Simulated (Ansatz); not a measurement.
Runs of Ansatz 0.2.0 on ZnS (Wurtzite-2H). The structure is hexagonal, space group P6_3mc (No. 186). Conventional cell: a = 3.811 Å, b = 3.811 Å, c = 6.234 Å, α = 90.00°, β = 90.00°, γ = 120.00°. Around Zn (site symmetry 3m) lie 4 S at 2.31 to 2.40 Å. S (site symmetry 3m) is surrounded by 4 Zn at 2.31 to 2.40 Å. 

| level | k mesh | points for each segment of the path | mesh quality | gap on the mesh (eV) | pressure (GPa) | largest force (eV/Å) |
| --- | --- | --- | --- | --- | --- | --- |
| PBEsol0 | 4 × 4 × 3 | 4 | coarse | 4.01 | - | 0.33 |
| B3LYP | 4 × 4 × 3 | 4 | coarse | (a) | - | 0.35 |
| exchange-only PBE | 8 × 8 × 5 | 14 | not flagged | 2.29 | 13.0 | 0.37 |
| HF | 4 × 4 × 3 | 4 | coarse | 10.36 | - | 0.39 |
| PBEsol | 5 × 5 × 3 | 14 | not flagged | 2.11 | (b) | 0.31 |

Alike in all rows: task band structure; potentials or basis Ansatz PAW; no spin polarisation; cell as given; cutoff (eV) 420; smearing fermi-dirac 0.05 eV.

Question: Estimate the missing entries.

Answer: (a) 3.74; (b) -1.2.

Caveats: some runs use coarse meshes; the PAW data sets come from PBE, with cores solved anew for the run's functional, which leaves a small shift of forces and pressure; the potentials were made for another functional, which shifts forces and pressure (some runs).

A k mesh can miss the band edges.

Not every run made on this cell is shown here.
